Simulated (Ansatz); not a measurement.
# PbI$_{2}$: relaxation of cell and atoms

The calculation used Ansatz 0.2.0, DFT, PBE, PAW with Ansatz's default frozen-core files, scalar-relativistic.

Command: `ansatz run input.yaml --threads 1 --pin off --max-ram 3072MiB --backend cpu --events-out ev --progress --plain --runs-dir out` The run took about 190 s on 1 thread of a shared machine.

```yaml
crystal:
  lattice:
    - [4.1649823397, 0.0, 0.0]
    - [-2.0824911699, 3.6069805125, 0.0]
    - [0.0, 0.0, 6.6639717436]
  atoms:
    - { symbol: Pb, position: [0.0, 0.0, 0.0] }
    - { symbol: I, position: [0.3333333333, 0.6666666667, 0.25] }
    - { symbol: I, position: [0.6666666667, 0.3333333333, 0.75] }
kpoints:
  mp_grid: { grid: [11, 11, 6] }
scf:
  occupations: { method: fermi_dirac, width: 0.03 }
hamiltonian:
  xc: pbe
  pseudopotentials: { kind: paw }
output:
  forces: true
  stress: true
relax:
  f_tol: 0.005
  max_steps: 80
  cell: {}
```

No spin–orbit coupling, which matters for the heavy atoms here.

The cell is built from the CdI2 type as a first guess.

The cutoff is 420 eV; energies and pressures of the walk include the program's estimate of the Pulay term.

Each frame lists the cell vectors (Å), then Cartesian positions (Å) and forces (eV/Å). Free energies count from the first step, -26932.7207 eV.

The walk took 14 evaluations in all; steps that aren't listed are left out.

Step 1: E = 0.0 meV, P = 16.37 GPa

```
cell 4.1650 0.0000 0.0000 -2.0825 3.6070 0.0000 0.0000 0.0000 6.6640
Pb    0.0000    0.0000    0.0000     0.000   0.000   0.000
I     0.0000    2.4047    1.6660     0.000   0.000   2.558
I     2.0825    1.2023    4.9980     0.000   0.000  -2.558
```

Step 2: E = -1226.5 meV, P = 4.82 GPa

```
cell 4.3244 0.0000 0.0000 -2.1622 3.7450 0.0000 0.0000 0.0000 6.8850
Pb    0.0000    0.0000    0.0000     0.000   0.000   0.000
I     0.0000    2.4967    1.9200     0.000   0.000   0.304
I     2.1622    1.2483    4.9650     0.000   0.000  -0.304
```

Step 3: E = -1451.6 meV, P = 1.80 GPa

```
cell 4.5169 0.0000 0.0000 -2.2584 3.9117 0.0000 0.0000 0.0000 7.0408
Pb    0.0000    0.0000    0.0000     0.000   0.000   0.000
I     0.0000    2.6078    1.8838     0.000   0.000   0.120
I     2.2584    1.3039    5.1570     0.000   0.000  -0.120
```

Step 4:

```
cell 4.6410 0.0000 0.0000 -2.3205 4.0192 0.0000 0.0000 0.0000 7.1576
Pb    0.0000    0.0000    0.0000
I     0.0000    2.6795    1.8604
I     2.3205    1.3397    5.2972
```

Step 5: E = -1507.0 meV, P = 0.05 GPa

```
cell 4.6618 0.0000 0.0000 -2.3309 4.0372 0.0000 0.0000 0.0000 7.2543
Pb    0.0000    0.0000    0.0000     0.000   0.000   0.000
I     0.0000    2.6915    1.8552     0.000   0.000  -0.002
I     2.3309    1.3457    5.3990     0.000   0.000   0.002
```

Step 6: E = -1507.6 meV, P = -0.21 GPa

```
cell 4.6425 0.0000 0.0000 -2.3212 4.0205 0.0000 0.0000 0.0000 7.4137
Pb    0.0000    0.0000    0.0000     0.000   0.000   0.000
I     0.0000    2.6803    1.8886     0.000   0.000  -0.065
I     2.3212    1.3402    5.5251     0.000   0.000   0.065
```

Step 7: E = -1508.8 meV, P = 0.02 GPa

```
cell 4.6420 0.0000 0.0000 -2.3210 4.0201 0.0000 0.0000 0.0000 7.3986
Pb    0.0000    0.0000    0.0000     0.000   0.000   0.000
I     0.0000    2.6800    1.8693     0.000   0.000   0.001
I     2.3210    1.3400    5.5292     0.000   0.000  -0.001
```

Step 8: E = -1523.9 meV, P = 0.28 GPa (the cell of the step before, solved again on a basis chosen afresh, hence the jump)

```
cell 4.6420 0.0000 0.0000 -2.3210 4.0201 0.0000 0.0000 0.0000 7.3986
Pb    0.0000    0.0000    0.0000     0.000   0.000   0.000
I     0.0000    2.6800    1.8693     0.000   0.000   0.000
I     2.3210    1.3400    5.5292     0.000   0.000   0.000
```

Step 9: E = -1528.0 meV, P = 0.07 GPa

```
cell 4.6649 0.0000 0.0000 -2.3325 4.0399 0.0000 0.0000 0.0000 7.5154
Pb    0.0000    0.0000    0.0000     0.000   0.000   0.000
I     0.0000    2.6933    1.8658     0.000   0.000  -0.019
I     2.3325    1.3466    5.6496     0.000   0.000   0.019
```

Step 10: E = -1529.2 meV, P = 0.01 GPa

```
cell 4.6722 0.0000 0.0000 -2.3361 4.0463 0.0000 0.0000 0.0000 7.6023
Pb    0.0000    0.0000    0.0000     0.000   0.000   0.000
I     0.0000    2.6975    1.8626     0.000   0.000  -0.016
I     2.3361    1.3488    5.7397     0.000   0.000   0.016
```

Step 11: E = -1530.0 meV, P = 0.01 GPa

```
cell 4.6769 0.0000 0.0000 -2.3384 4.0503 0.0000 0.0000 0.0000 7.6981
Pb    0.0000    0.0000    0.0000     0.000   0.000   0.000
I     0.0000    2.7002    1.8574     0.000   0.000  -0.003
I     2.3384    1.3501    5.8407     0.000   0.000   0.003
```

Step 12: E = -1530.2 meV, P = 0.00 GPa

```
cell 4.6782 0.0000 0.0000 -2.3391 4.0514 0.0000 0.0000 0.0000 7.8068
Pb    0.0000    0.0000    0.0000     0.000   0.000   0.000
I     0.0000    2.7010    1.8561     0.000   0.000   0.002
I     2.3391    1.3505    5.9507     0.000   0.000  -0.002
```

Problem. Give the energy and forces of step 4.

Solution. E = -1502.6 meV, P = 0.32 GPa
```
Pb    0.0000    0.0000    0.0000     0.000   0.000   0.000
I     0.0000    2.6795    1.8604     0.000   0.000   0.002
I     2.3205    1.3397    5.2972     0.000   0.000  -0.002
```

Problem. How does the relaxation end?

Solution. It converges, with a = 4.677 Å, b = 4.677 Å, c = 7.850 Å, α = 90.00°, β = 90.00°, γ = 120.00° (conventional cell, space group P-3m1). The last solve (on a basis chosen afresh for the final cell, so its energy is not quite comparable) gives E = -1531.0 meV, P = -0.01 GPa:
```
cell 4.6773 0.0000 0.0000 -2.3386 4.0507 0.0000 0.0000 0.0000 7.8496
Pb    0.0000    0.0000    0.0000     0.000   0.000   0.000
I     0.0000    2.7004    1.8574     0.000   0.000   0.001
I     2.3386    1.3502    5.9923     0.000   0.000  -0.001
```
